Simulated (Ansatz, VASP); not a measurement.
## One calculation of ZnS (Wurtzite-2H), two programs

The input INCAR:

```
  PREC = Accurate
  ENCUT = 520
  EDIFF = 1E-6
  ISMEAR = 0
  SIGMA = 0.027000000000000003
  LREAL = F
  LASPH = T
  NELM = 60
  ALGO = Fast
  ISIF = 2
  LWAVE = F
  LCHARG = T
  GGA = PE
  LELF = T
  LVHAR = T
```

Contents of KPOINTS:

```
Automatic mesh
0
Gamma
  8 8 5
```

POSCAR

```
ZnS
1.0
    3.8110000000      0.0000000000      0.0000000000
   -1.9055000000      3.3004228138      0.0000000000
    0.0000000000      0.0000000000      6.2340000000
Zn S
2 2
Direct
    0.6666666667      0.3333333333      0.5000000000
    0.3333333333      0.6666666667      0.0000000000
    0.6666666667      0.3333333333      0.8850000000
    0.3333333333      0.6666666667      0.3850000000
```

The input input.yaml:

```yaml
crystal:
  lattice:
    - [3.811, 0.0, 0.0]
    - [-1.9055, 3.3004228138, 0.0]
    - [0.0, 0.0, 6.234]
  atoms:
    - { symbol: Zn, position: [0.6666666667, 0.3333333333, 0.5] }
    - { symbol: Zn, position: [0.3333333333, 0.6666666667, 0.0] }
    - { symbol: S, position: [0.6666666667, 0.3333333333, 0.885] }
    - { symbol: S, position: [0.3333333333, 0.6666666667, 0.385] }
hamiltonian:
  xc: pbe
  pseudopotentials: { kind: paw }
kpoints:
  mp_grid: { grid: [8, 8, 5] }
scf:
  occupations: { method: gaussian, width: 0.027 }
output:
  forces: true
  stress: true
  eigenvalues: true
```

Alike in both runs: task single point; functional PBE; k mesh 8 × 8 × 5; occupations gaussian, width 0.027 eV; no spin polarisation.

|  | VASP | Ansatz |
| --- | --- | --- |
| version | VASP 6.6.1 | Ansatz 0.2.0 |
| potentials or method | VASP PAW PBE potentials, release 64 (Zn, S) | Ansatz PAW |
| plane-wave cutoff (eV) | 520 | 420 |
| valence electrons in the cell | 36 | 36 |

|  | VASP | Ansatz | Ansatz less VASP |
| --- | --- | --- | --- |
| gap on the k mesh at the Fermi level (eV) | 2.25 | 2.25 | -0.006 |
| least direct gap on the mesh (eV) | 2.25 | 2.25 | -0.006 |
| pressure (GPa) | 2.2 | 2.3 | +0.09 |
| largest component of the traceless stress (GPa) | 1.38 | 1.35 | -0.027 |
| rms of the force components (eV/Å) | 0.186 | 0.184 | -0.0020 |

Atom by atom the forces differ by 0.002 eV/Å (rms over components).

Caveats: odd divisions of the mesh miss points on the zone boundary, where band edges often lie, so the gap on the mesh can be too wide (Ansatz).
